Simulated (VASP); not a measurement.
**FeO: single point with r2SCAN+U**

FeO:

```
Fe O
1.0
     0.00000    2.15540    2.15540
     2.15540    0.00000    2.15540
     2.15540    2.15540    0.00000
Fe O
1 1
Direct
  0.00000 0.00000 0.00000
  0.50000 0.50000 0.50000
```

```yaml
Program: VASP 6.6.1
Task: single point
Functional: r2SCAN
Potentials_or_basis: VASP PAW PBE potentials, release 64 (Fe, O)
Cutoff: 520 eV
k_mesh: 8 × 8 × 8
Occupations: gaussian, width 0.05 eV
Spin: no spin polarisation
Hubbard_terms: Fe d U = 2 eV
Further_INCAR_settings: ALGO = Normal; EDIFF = 1e-06; NBANDS = 14
```

```yaml
Pressure: -24.8 GPa
Band_gap_on_the_k_mesh: 1.85 eV, indirect (least direct gap 2.33 eV)
```

Levels at points of the mesh, in eV from the valence-band top:
```tsv
k point	band 4	band 5	band 6	band 7	band 8	band 9	band 10	band 11
(0.00, 0.00, 0.00)	-2.23	-1.36	-1.36	-1.36	1.85	1.85	2.87	18.39
(0.50, 0.00, 0.00)	-4.06	-0.34	-0.34	0.00	4.25	4.25	6.91	11.47
(0.50, 0.50, 0.00)	-3.35	-2.34	-0.19	-0.19	2.35	2.73	8.55	11.64
```

Eigenvalues of the final occupation matrices:
```
    site  spin  trace               eigenvalues
site 1 d     1   3.13  0.13 0.13 0.95 0.95 0.95
site 1 d     2   3.13  0.13 0.13 0.95 0.95 0.95
```

It took 17 s on 1 thread of Intel(R) Xeon(R) 6975P-C (Granite Rapids), with other jobs on the host, peak memory 0.14 GiB.

Caveat: the PAW data sets were made with another functional, which shifts forces and pressure a little. A k mesh can miss the band edges.
